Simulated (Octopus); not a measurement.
# GaN (P6_3mc) in Octopus: reference runs

Aim: a first look at GaN with PBE, on the cell as given.

All numbers are computed with Octopus 16.4; they aren't measurements. Logs are shortened: lines on timing, memory, paths and dates and some standing lists are left out, and cuts for length are marked.

**The experiment to reproduce.**

From “Studying electronic properties in GaN without electrical contacts using γ-γ vs e−-γ Perturbed Angular Correlations”, 2019, pmc:6823545, for a bulk crystal of GaN: band gap 3.503 ± 0.005 eV (direct).

The runs below are set against these values where they give the same quantity.

## Step 1: The structure

The structure is hexagonal, space group P6_3mc (No. 186). The conventional cell has a = 3.180 Å, b = 3.180 Å, c = 5.166 Å, α = 90.00°, β = 90.00°, γ = 120.00°. Ga (site symmetry 3m) has 4 N at 1.94 to 1.95 Å as nearest neighbours. N (site symmetry 3m) has 4 Ga at 1.94 to 1.95 Å as nearest neighbours.

## Step 2: Single point, PBE

File inp:

```
CalculationMode = gs
UnitsOutput = eV_Angstrom
PeriodicDimensions = 3
ExperimentalFeatures = yes
PseudopotentialSet = pseudodojo_pbe
%LatticeParameters
 1*angstrom | 1*angstrom | 1*angstrom
%
%LatticeVectors
 3.18 | 0 | 0
 -1.59 | 2.753960784 | 0
 0 | 0 | 5.166
%
%ReducedCoordinates
 "Ga" | 0.6666666667 | 0.3333333333 | 0.5
 "Ga" | 0.3333333333 | 0.6666666667 | 0
 "N" | 0.6666666667 | 0.3333333333 | 0.875
 "N" | 0.3333333333 | 0.6666666667 | 0.375
%
%Spacing
 0.12230769*angstrom | 0.12230769*angstrom | 0.12300000*angstrom
%
DerivativesOrder = 8
%KPointsGrid
 10 | 10 | 5
%
KPointsUseSymmetries = yes
XCFunctional = gga_x_pbe + gga_c_pbe
SmearingFunction = fermi_dirac
Smearing = 0.05*eV
ExtraStates = 8
Eigensolver = chebyshev_filter
ConvRelDens = 3e-7
MaximumIter = 120
```

Potentials or basis: pseudodojo_pbe (PseudoDojo 0.5, PBE).

Started as:

```console
$ OMP_NUM_THREADS=1 octopus > out.log
```

out.log:

```text
Running octopus

Version                : 16.4
Optional libraries     :

************************** Calculation Mode **************************
Input: [CalculationMode = gs]
**********************************************************************

Input: [SpinComponents = unpolarized]

******************************* Space ********************************
Octopus will run in 3 dimension(s).
Octopus will treat the system as periodic in 3 dimension(s).
**********************************************************************

Input: [AllElectronType = no]
Input: [PseudopotentialSet = pseudodojo_pbe]
Reading Coordinates from ReducedCoordinates block

****************************** Species *******************************
  Species 'Ga'
    type             : pseudopotential
    file             : 'Ga.upf'
    file format      : UPF2
    valence charge   : 13.0
    atomic number    :  31
    form on file     : kleinman-bylander
    lmax             : 2
    llocal           : -1
    projectors per l : 2
    total projectors : 6
    application form : kleinman-bylander
    orbitals         :  9
    bound orbitals   :  9

  Species 'N'
    type             : pseudopotential
    file             : 'N.upf'
    file format      : UPF2
    valence charge   : 5.0
    atomic number    :   7
    form on file     : kleinman-bylander
    lmax             : 1
    llocal           : -1
    projectors per l : 2
    total projectors : 4
    application form : kleinman-bylander
    orbitals         :  4
    bound orbitals   :  4

**********************************************************************

***************************** Symmetries *****************************
Space group No.  186
International: P6_3mc
Schoenflies: C6v^4
Info: The system has     6 symmorphic symmetries that can be used.
  Index                Rotation matrix                      Fractional translations
    1 :     1   0   0     0   1   0     0   0   1      0.000000    0.000000    0.000000
    2 :     0   1   0    -1  -1   0     0   0   1      0.000000    0.000000    0.000000
    3 :    -1  -1   0     1   0   0     0   0   1      0.000000    0.000000    0.000000
    4 :     1   1   0     0  -1   0     0   0   1      0.000000    0.000000    0.000000
    5 :     0  -1   0    -1   0   0     0   0   1      0.000000    0.000000    0.000000
    6 :    -1   0   0     1   1   0     0   0   1      0.000000    0.000000    0.000000
Info: The system also has     6 nonsymmorphic symmetries (not used for electrons).
    1 :     1   1   0    -1   0   0     0   0   1     -0.000000    0.000000   -0.500000
    2 :    -1   0   0     0  -1   0     0   0   1     -0.000000   -0.000000   -0.500000
    3 :     0  -1   0     1   1   0     0   0   1      0.000000   -0.000000   -0.500000
    4 :     0   1   0     1   0   0     0   0   1      0.000000    0.000000   -0.500000
    5 :     1   0   0    -1  -1   0     0   0   1     -0.000000   -0.000000   -0.500000
    6 :    -1  -1   0     0   1   0     0   0   1     -0.000000   -0.000000   -0.500000
**********************************************************************

Input: [CurvMethod = curv_affine]
Input: [DerivativesStencil = stencil_stargeneral]

****************************** Lattice *******************************
  Lattice Vectors [A]
    3.180000    0.000000    0.000000
   -1.590000    2.753961    0.000000
    0.000000    0.000000    5.166000
  Cell volume =            45.2417 [A^3]
  Reciprocal-Lattice Vectors [A^-1]
    1.975844    1.140754   -0.000000
[... 153 lines left out ...]
      Block       3 contains       4 states:       9 -      12
      Block       4 contains       4 states:      13 -      16
      Block       5 contains       4 states:      17 -      20
      Block       6 contains       4 states:      21 -      24
      Block       7 contains       2 states:      25 -      26
Info: Ground-state allocation done.
Info: Could not find 'restart/gs' directory for restart.
[... 5 lines left out ...]

**************************** Eigensolver *****************************
Input: [Eigensolver = chebyshev_filter]
Input: [SubspaceDiagonalization = standard]
**********************************************************************

Input: [MixField = potential] (what to mix during SCF cycles)
Input: [MixingScheme = broyden]
Info: Mixing uses    4 steps and restarts after   20 steps.
Input: [LCAOStart = lcao_states]
Input: [LCAOScaleFactor = 1.000]
Input: [LCAOMaximumOrbitalRadius = 10.58 A]
Info: Unnormalized total charge =     35.991903
Info: Renormalized total charge =     36.000000

** Warning:
**   Symmetrization discrepancy ratio (scalar) =  9.61287E-05

Info: Setting up Hamiltonian.
Info: Performing initial LCAO calculation with     26 orbitals.
Info: Getting Hamiltonian matrix elements.

Eigenvalues [eV]
 #st  Spin   Eigenvalue      Occupation
#k =       1, k = (  0.000000,  0.000000,  0.000000)
   1   --   -14.848310       2.000000
   2   --   -13.826204       2.000000
   3   --    -9.751095       2.000000
   4   --    -9.723690       2.000000
   5   --    -9.722920       2.000000
   6   --    -9.616394       2.000000
[... 18 lines left out ...]
  25   --    15.764210       0.000000
  26   --    15.764222       0.000000
#k =       2, k = (  0.100000,  0.000000,  0.000000)
   1   --   -14.708126       2.000000
   2   --   -13.694115       2.000000
   3   --    -9.417946       2.000000
   4   --    -9.246582       2.000000
   5   --    -9.108465       2.000000
   6   --    -9.007756       2.000000
[... 18 lines left out ...]
  25   --    16.067966       0.000000
  26   --    16.151191       0.000000
[... 56 further k-points ...]
Fermi energy =     9.613368 eV
Info: Ground-state restart information will be written to 'restart/gs'.
Info: SCF using complex wavefunctions.
Info: Starting SCF iteration.

** Warning:
**   Symmetrization discrepancy ratio (scalar) =  2.84180E-02

*********************** SCF CYCLE ITER #    1 ************************
 etot  = -4.75488860E+03 abs_ev   =  2.10E+02 rel_ev   =  7.85E-01
 ediff =        1.75E+02 abs_dens =  4.46E+00 rel_dens =  1.24E-01
Matrix vector products: 1450
Converged eigenvectors: 0

#  State  KPoint  Eigenvalue [eV]  Occupation    Error
      1       1      -15.045158    2.000000   ( 1.5E-05)
      1       2      -14.957490    2.000000   ( 2.7E-05)
      1       3      -14.941363    2.000000   ( 6.2E-05)
      1       6      -14.857027    2.000000   ( 7.6E-05)
      1       5      -14.857027    2.000000   ( 7.7E-05)
      1       4      -14.793534    2.000000   ( 6.3E-05)
      1       8      -14.717543    2.000000   ( 8.6E-05)
      1       7      -14.699856    2.000000   ( 1.2E-04)
[... 23 lines left out ...]
     26      32       80.479724    0.000000   ( 2.0E+01)
     26      24       83.233805    0.000000   ( 2.0E+01)
     26      26       83.291891    0.000000   ( 2.0E+01)
     26       8       83.651704    0.000000   ( 2.0E+01)
     26      23       84.080610    0.000000   ( 2.0E+01)
     26       4       84.833638    0.000000   ( 2.0E+01)
     26      16       85.854198    0.000000   ( 2.0E+01)
     26      15       87.352244    0.000000   ( 2.1E+01)

Density of states:

----%-----------------------------------------------------------------
----%-----------------------------------------------------------------
----%-----------------------------------------------------------------
----%-----------------------------------------------------------------
----%-----------------------------------------------------------------
----%-----------------------------------------------------------------
----%-----------------------------------------------------------------
----%-----------------------------------------------------------------
-%--%----%%-----------------------------------------------------------
-%--%--%%%%----%%%%%%-------------------------------------------------
            ^

Fermi energy =     2.381916 eV

**********************************************************************

*********************** SCF CYCLE ITER #    2 ************************
 etot  = -4.73360786E+03 abs_ev   =  8.40E+00 rel_ev   =  3.24E-02
 ediff =        7.82E-01 abs_dens =  1.89E+00 rel_dens =  5.24E-02
Matrix vector products: 1450
Converged eigenvectors: 0
[... 175 lines left out ...]
*********************** SCF CYCLE ITER #   17 ************************
 etot  = -4.72824822E+03 abs_ev   =  3.31E-05 rel_ev   =  1.29E-07
 ediff =        2.05E-06 abs_dens =  2.20E-06 rel_dens =  6.11E-08
Matrix vector products: 1450
Converged eigenvectors: 0

#  State  KPoint  Eigenvalue [eV]  Occupation    Error
      1       1      -13.113267    2.000000   ( 1.0E-07)
      1       2      -13.016302    2.000000   ( 1.0E-07)
      1       3      -12.997125    2.000000   ( 1.0E-07)
      1       6      -12.905870    2.000000   ( 1.0E-07)
      1       5      -12.905870    2.000000   ( 1.0E-07)
      1       4      -12.842488    2.000000   ( 1.0E-07)
      1       8      -12.766335    2.000000   ( 1.0E-07)
      1       7      -12.743995    2.000000   ( 1.0E-07)
[... 23 lines left out ...]
     26      57       16.679384    0.000000   ( 1.4E-02)
     26      54       16.746176    0.000000   ( 2.1E-02)
     26      38       16.753564    0.000000   ( 1.2E-02)
     26      39       16.773676    0.000000   ( 1.6E-02)
     26      25       16.797244    0.000000   ( 7.6E-03)
     26      18       16.839717    0.000000   ( 8.7E-03)
     26      31       16.877194    0.000000   ( 2.0E-02)
     26      56       17.029618    0.000000   ( 2.3E-02)

Density of states:

------%---------------------------------------------------------------
------%---------------------------------------------------------------
------%---------------------------------------------------------------
------%---------------------------------------------------------------
------%---------------------------------------------------------------
------%---------------------------------------------------------------
------%---------------------------------------------------------------
------%---------------------------------------------------------------
--%---%---------------------------------------------------------------
--%---%--%%------------%------%-%%%---------------%---%%%--%%%--------
                                       ^

Fermi energy =     3.874959 eV

**********************************************************************

Info: SCF converged in   17 iterations

** Warning:
**   Some of the states are not fully converged!

Info: Number of matrix-vector products:      24650
Info: Finished writing information to 'restart/gs'.

Octopus emitted 20 warnings.
```

It took 15 min on 1 thread of Arm Neoverse V2, shared host; peak memory 2.1 GiB.

Results:

| Item | Value |
| --- | --- |
| Free energy | -4728.2482 eV |
| Largest force | 0.138 eV/Å |
| Band gap on the k mesh | 2.01 eV, direct |

Forces in eV/Å, atoms in the order of the input:
```
Ga   0.000  0.000 -0.138
Ga   0.000  0.000 -0.138
N    0.000  0.000  0.138
N    0.000  0.000  0.138
```

Levels at points of the mesh, in eV from the valence-band top:
| k point | band 14 | band 15 | band 16 | band 17 | band 18 | band 19 | band 20 | band 21 | band 22 | band 23 |
| --- | --- | --- | --- | --- | --- | --- | --- | --- | --- | --- |
| (0.00, 0.00, 0.00) | -1.06 | -1.06 | -0.06 | 0.00 | 0.00 | 2.01 | 4.34 | 9.27 | 9.97 | 9.97 |
| (0.50, 0.00, 0.00) | -5.28 | -4.26 | -2.77 | -2.25 | -0.98 | 5.11 | 5.64 | 6.10 | 8.68 | 10.43 |

## Step 3: Against experiment

Step 2. A measured gap of GaN is 3.503 eV (direct; quoted in “Studying electronic properties in GaN without electrical contacts using γ-γ vs e−-γ Perturbed Angular Correlations”, 2019, pmc:6823545); the calculated 2.01 eV misses it by -1.50 eV. Spin-orbit coupling on Ga is left out. The value is that of PBE, without temperature or zero-point motion. Semilocal functionals fall short of measured gaps as a rule.
